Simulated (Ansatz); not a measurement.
**SnSe at a changed volume: ¹¹⁹Sn Mössbauer parameters**

Cell: a COD entry, relaxed with PBE at fixed cell and then changed (volume scaled by 1.06, ions relaxed).

```
CELL_PARAMETERS angstrom
0.00000 3.06903 3.06903
3.06903 0.00000 3.06903
3.06903 3.06903 0.00000
ATOMIC_POSITIONS crystal
Sn 0.00000 0.00000 0.00000
Se 0.50000 0.50000 0.50000
```

Atoms are numbered from 1 in the order listed; like atoms form one site, named after its first atom.

All values are calculated (Ansatz; DFT, PBE, plane waves and PAW, scalar-relativistic, 420 eV cutoff, Γ-centred 13×13×13 k-points, Fermi–Dirac smearing 0.02 eV), not measured.

Isomer shifts (against SnO₂) follow from the electron density at the nucleus, δ = α(ρ − ρ₀), with α = 0.099 mm s⁻¹ a₀³ and ρ₀ = 183191.44 a₀⁻³ from a line fitted to 8 measured compounds at this level of theory (rms miss 0.12 mm/s). ΔE_Q = ½eQV_zz(1 + η²/3)^½ with Q = -0.132 b for the 23.9 keV state.

Problem. Where do the absorption lines lie?

Solution. Sn (1 atom a cell): δ = 3.70, |ΔE_Q| = 0.00 mm/s, a single line at 3.70 mm/s.

Shifts outside the range of the fitted compounds (-0.5 to 3.2 mm/s for Sn) are extrapolations.
